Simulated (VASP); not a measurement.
# VASP 6.6.1 run: BaHfO3

INCAR

```
LDAUL = -1 2 -1
EDIFF = 1E-7
ISPIN = 2
LASPH = .TRUE.
LREAL = .FALSE.
NELM = 120
ISMEAR = -1
PREC = Accurate
MAGMOM = -1 1 1 1 1
ENCUT = 520
LWAVE = .FALSE.
SIGMA = 0.02
NBANDS = 27
LDAU = .TRUE.
LMAXMIX = 4
ISIF = 2
LDAUJ = 0 0 0
LCHARG = .FALSE.
IBRION = -1
NSW = 0
GGA = PE
LDAUU = 0 1.0 0
LDAUTYPE = 2
```

KPOINTS

```
KPOINTS created by Atomic Simulation Environment
0
Gamma
2 2 2
0 0 0
```

POSCAR

```
Ba Hf O
 1.0000000000000000
     4.3023705339999996    0.0000000000000000    0.0000000000000000
     0.0000000000000000    4.3023705339999996    0.0000000000000000
     0.0000000000000000    0.0000000000000000    4.3023705339999996
 Ba  Hf  O
   1   1   3
Cartesian
  0.0000000000000000  0.0000000000000000  0.0000000000000000
  2.1511852669999998  2.1511852669999998  2.1511852669999998
  2.1511852669999998  2.1511852669999998  0.0000000000000000
  2.1511852669999998  0.0000000000000000  2.1511852669999998
  0.0000000000000000  2.1511852669999998  2.1511852669999998
```

The recommended PBE PAW datasets give the neutral cell 38 valence electrons.

Command

```
mpirun -np 1 vasp_std
```

OSZICAR

```
N       E                     dE             d eps       ncg     rms          rms(c)
DAV:   1     0.211575295627E+03    0.21158E+03   -0.20246E+04   432   0.133E+03
DAV:   2    -0.359734874314E+02   -0.24755E+03   -0.24083E+03   531   0.308E+02
DAV:   3    -0.485062171125E+02   -0.12533E+02   -0.12480E+02   599   0.651E+01
DAV:   4    -0.486874937099E+02   -0.18128E+00   -0.18111E+00   604   0.701E+00
DAV:   5    -0.486891432499E+02   -0.16495E-02   -0.16495E-02   599   0.515E-01    0.519E+01
DAV:   6    -0.424009568502E+02    0.62882E+01   -0.37432E+01   507   0.318E+01    0.487E+01
DAV:   7    -0.423213085069E+02    0.79648E-01   -0.21459E+00   513   0.777E+00    0.361E+01
DAV:   8    -0.422960897352E+02    0.25219E-01   -0.98623E-01   502   0.653E+00    0.122E+01
DAV:   9    -0.422489455930E+02    0.47144E-01   -0.14020E-01   505   0.215E+00    0.317E+00
DAV:  10    -0.422403355497E+02    0.86100E-02   -0.42032E-02   523   0.113E+00    0.132E+00
DAV:  11    -0.422404330818E+02   -0.97532E-04   -0.41105E-03   533   0.397E-01    0.144E-01
DAV:  12    -0.422405732988E+02   -0.14022E-03   -0.24440E-04   532   0.102E-01    0.113E-01
DAV:  13    -0.422405897057E+02   -0.16407E-04   -0.10782E-05   544   0.224E-02    0.645E-02
DAV:  14    -0.422406084485E+02   -0.18743E-04   -0.23324E-05   530   0.307E-02    0.266E-02
DAV:  15    -0.422406120408E+02   -0.35923E-05   -0.40769E-06   480   0.134E-02    0.140E-02
DAV:  16    -0.422406122923E+02   -0.25145E-06   -0.48404E-07   600   0.408E-03    0.833E-03
DAV:  17    -0.422406122266E+02    0.65615E-07   -0.91184E-08   388   0.207E-03
   1 F= -.42240612E+02 E0= -.42240612E+02  d E =-.314114E-10  mag=     0.0000
```

It converged. Results: pressure -7.3 GPa; magnetic moment of the cell 0.00 μB.

For comparison, a separate PBE run of the intended cell, on usual settings and not on those above, gives a gap of 3.39 eV on its mesh and a pressure of -9.7 GPa.

The run above took about 20 s on one core of a shared host (Intel Xeon Platinum 8488C) and held 0.2 GiB at most.
